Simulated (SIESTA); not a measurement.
SiC (Moissanite):

```
Si C
1.0
     3.07600    0.00000    0.00000
    -1.53800    2.66389    0.00000
     0.00000    0.00000    5.04800
Si C
2 2
Direct
  0.66667 0.33333 0.50000
  0.33333 0.66667 0.00000
  0.66667 0.33333 0.88500
  0.33333 0.66667 0.38500
```

Base run:

```yaml
Program: SIESTA 5.4.2
Functional: PBE
Potentials_or_basis: PseudoDojo 0.4 standard (PBE files)
Basis: DZP (energy shift 0.002 Ry)
Grid_cutoff: 500 Ry
Energy_shift: 0.002 Ry
k_mesh: 10 × 10 × 5
Occupations: fermi-dirac, width 0.05 eV
Spin: no spin polarisation
```

Its results: band gap on the k mesh 2.45 eV, indirect (least direct gap 4.08 eV); pressure 7.0 GPa; largest force 0.844 eV/Å.

Q: The run is repeated on the same cell with these changes: functional from PBE to RPBE. What comes out?

A: Band gap on the k mesh 2.53 eV, indirect (least direct gap 4.14 eV); pressure 7.9 GPa; largest force 0.845 eV/Å.

RPBE binds less tightly than PBE, so the same cell stands under more pressure.

Caveats: the mesh misses the band edges, which the band path finds closer together; the basis of atomic orbitals isn't converged, which shifts pressures, moduli and gaps; the potentials were made for another functional, which shifts forces and pressure (some runs).
